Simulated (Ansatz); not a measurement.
**The polar optical mode of BeSe at 2 GPa, worked through**

Method: DFT PBEsol, scalar-relativistic, plane waves, PAW in Ansatz 0.2.0. Cutoff 420 eV, 10×10×10 k-points (Γ-centred), fixed occupations. No spin polarisation. Phonons by linear response, acoustic sum rule imposed.

The cell, relaxed at 2 GPa:
Space group F-43m (No. 216). a = 5.088 Å, b = 5.088 Å, c = 5.088 Å, α = 90.00°, β = 90.00°, γ = 90.00°
```csv
atom,site,symmetry,x,y,z
Be,4a,-43m,0.0000,0.0000,0.0000
Se,4c,-43m,0.2500,0.2500,0.2500
```

Linear response gives ν_TO = 526.0 cm⁻¹, Born charges ±1.495 e (positive on Be) and ε∞ = 6.146. The primitive cell holds 32.925 Å³, and the masses are 9.012 and 78.971 amu.

Q: Find ν_LO and the static dielectric constant.

A: The long-wave field adds a restoring force: ω_LO² − ω_TO² = Z*²e²/(ε_vac ε∞ μV). In these units ν_LO² − ν_TO² = 4.92064×10⁷ Z*²/(μ V ε∞) cm⁻², with μ = m₁m₂/(m₁ + m₂) = 8.089 amu: 67158 cm⁻². So ν_LO = √(526.0² + 67158) = 586.4 cm⁻¹, and the run gives 586.4. Lyddane–Sachs–Teller then gives ε0 = ε∞ (ν_LO/ν_TO)² = 7.64, against 7.64 in the run (it forms both from the same three quantities, so the match checks the arithmetic only). Between ν_TO and ν_LO the dielectric function is negative and an undamped crystal reflects fully: a reststrahlen band from 17.1 to 19.0 μm.

Q: What do the Clausius–Mossotti polarisability and the Szigeti charge come to?

A: With the Lorentz local field, α = (3V/4π)(ε∞ − 1)/(ε∞ + 2) = 4.97 Å³ for the pair, and e_S = 3Z*/(ε∞ + 2) = 0.55 e. The Born charge includes the electrons' response to the dipole's own local field, and e_S takes that enhancement out. The Lorentz field assumes point-like polarisable ions, a poor picture once ε∞ is this large, since the electron clouds then overlap or are shared, so both numbers are formal here.

Q: How strongly does a slow electron couple to the LO mode?

A: For one isotropic parabolic band, Fröhlich's constant is α_F = (1/ε∞ − 1/ε0) √(m* Ry/ħω_LO), with Ry = 13.606 eV, ħω_LO = 72.7 meV and m* in free-electron masses: α_F = 0.0318 × 13.68 × √m* = 0.43 √m*. The band mass isn't part of this run; for m* = 0.1, 0.3 and 1 it gives 0.14, 0.24, 0.43. In weak coupling the polaron lies α_F ħω_LO below the band edge (17 meV at m* = 0.3) with a mass m*(1 + α_F/6); past α_F of about 5 or 6 that expansion fails. A semilocal functional's ε∞ tends to be too large, which taken alone lowers α_F.